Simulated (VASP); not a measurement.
Set up this calculation in VASP 6.6.1, as the native input.

```yaml
Task: single point
Functional: PBEsol
Potentials_or_basis: VASP PAW PBE potentials, release 64 (Ca_sv, F)
Cutoff: 520 eV
k_mesh: 8 × 8 × 8
Occupations: gaussian, width 0.02 eV
Spin: no spin polarisation
Dipole_correction: no
Further_INCAR_settings: ALGO = Normal; EDIFF = 1e-06; NBANDS = 19
```

The structure of CaF2 (e600) lies in POSCAR:

```
CaF2
1.0
    0.0000000000      2.7103834723      2.7103834723
    2.7103834723      0.0000000000      2.7103834723
    2.7103834723      2.7103834723      0.0000000000
Ca F
1 2
Direct
    0.0000000000      0.0000000000      0.0000000000
    0.2500000000      0.2500000000      0.2500000000
    0.7500000000      0.7500000000      0.7500000000
```

These files were run (other wordings do the same):

INCAR

```
SYSTEM = CaF2
ALGO = Normal ; EDIFF = 1E-6
ENCUT = 520 ; GGA = PS
ISIF = 2 ; ISMEAR = 0
LASPH = .TRUE. ; LCHARG = .FALSE.
LREAL = .FALSE. ; LWAVE = .FALSE.
NBANDS = 19 ; NELM = 100
PREC = Accurate ; SIGMA = 0.02
```

KPOINTS

```
k-points
0
G
  8 8 8
  0 0 0
```

Potentials or basis: VASP PAW PBE potentials, release 64 (Ca_sv, F).

Launch:

```sh
$ cat potpaw_PBE.64/Ca_sv/POTCAR potpaw_PBE.64/F/POTCAR > POTCAR
$ mpirun -np 1 vasp_std > vasp.out
```

It gave:

```
Pressure               : 0.3 GPa
Band gap on the k mesh : 7.22 eV, indirect (least direct gap 7.49 eV)
```

Caveat: the PAW data sets were made with another functional, which shifts forces and pressure a little.

Wall time 11 s on 1 thread of Intel(R) Xeon(R) 6975P-C (Granite Rapids), with other jobs on the host, peak memory 0.17 GiB.
